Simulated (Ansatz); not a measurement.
Ge: start and end of a relaxation

The cell of Ge is invented: 4-connected net of one element (P1, No. 1). Its size is a rough estimate.

start.xyz

```xyz
4
Lattice="4.0934 0.0000 0.0000 -0.5360 4.3868 0.0000 -0.0184 -1.8112 4.8904" Properties=species:S:1:pos:R:3 pbc="T T T"
Ge    2.3822    2.0700    3.6942
Ge    3.6949   -0.0798    3.8567
Ge    2.9395    3.2648    1.7319
Ge    0.8988    3.1044    0.2243
```

Level of theory: DFT PBE, scalar-relativistic, plane waves, PAW (Ansatz 0.2.0). Cutoff 420 eV, Gaussian smearing, Γ-centred meshes. Cell and atoms relax first on a coarse mesh and then on a finer one. In between, the cell is made exact in the group found at 0.06 Å. In metals the finer mesh still leaves noise of several meV/atom or more. The steps can't lower the symmetry of their start. No spin polarisation.

end.xyz

```xyz
2
Lattice="5.0532 0.0000 0.0000 0.0000 2.6901 0.0000 0.0000 0.0000 2.8534" Properties=species:S:1:pos:R:3 pbc="T T T"
Ge    1.2633    0.0000    2.0390
Ge    3.7899    0.0000    0.8144
```

The symmetry goes from P1 (No. 1) to Pmma (No. 51), and the primitive cell from 4 to 2 atoms. The volume per atom shrinks by 11.7 %, from 22.0 to 19.4 Å³. The shortest distance goes from 2.21 Å (Ge–Ge) to 2.69 Å (Ge–Ge). The energy falls by about 0.56 eV/atom (the start's value is from the coarse mesh). The end is written in a standard setting, so origin, axes and order of atoms can differ from the start's.

* Volume per atom: 19.39 Å³
* Density: 6.22 g/cm³
* Energy over the standard state: +0.24 eV/atom
* Gap on the 12×12×10 mesh of the 4-atom cell: 0 eV (a metal)

Energies count from the standard state of Ge at the same level. So it is a metastable form at best.

The last run used Gaussian smearing of 0.10 eV. A structure relaxed within its symmetry needn't be a true minimum. In all, the 3 runs took 17 min on 1 thread of Arm Neoverse V1, on a shared host. Another cell of Ge relaxed alike, in Cmcm, lies 155 meV/atom lower, so this cell isn't the stable form at this level.
